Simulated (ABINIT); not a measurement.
Hf:

```
Hf
1.0
     3.19670    0.00000    0.00000
    -1.59835    2.76842    0.00000
     0.00000    0.00000    5.05780
Hf
2
Direct
  0.66667 0.33333 0.75000
  0.33333 0.66667 0.25000
```

Base run:

| Property | Result |
| --- | --- |
| Program | ABINIT 10.8.3 (patched build) |
| Functional | PBE |
| Potentials or basis | PseudoDojo NC SR PBE v0.4.1 standard |
| Cutoff | 707 eV |
| k mesh | 8 × 8 × 4 |
| Occupations | fermi-dirac, width 0.05 eV |
| Spin | no spin polarisation |

Its results: band gap on the k mesh none (metal or under the smearing width); pressure 0.3 GPa.

Problem. The run is repeated on the same cell with these changes: functional from PBE to LDA; potentials or basis from PseudoDojo NC SR PBE v0.4.1 standard to PseudoDojo NC SR LDA v0.4.1 standard. What comes out?

Solution. Band gap on the k mesh none (metal or under the smearing width); pressure -9.2 GPa.

Not every run made on this cell is shown here.
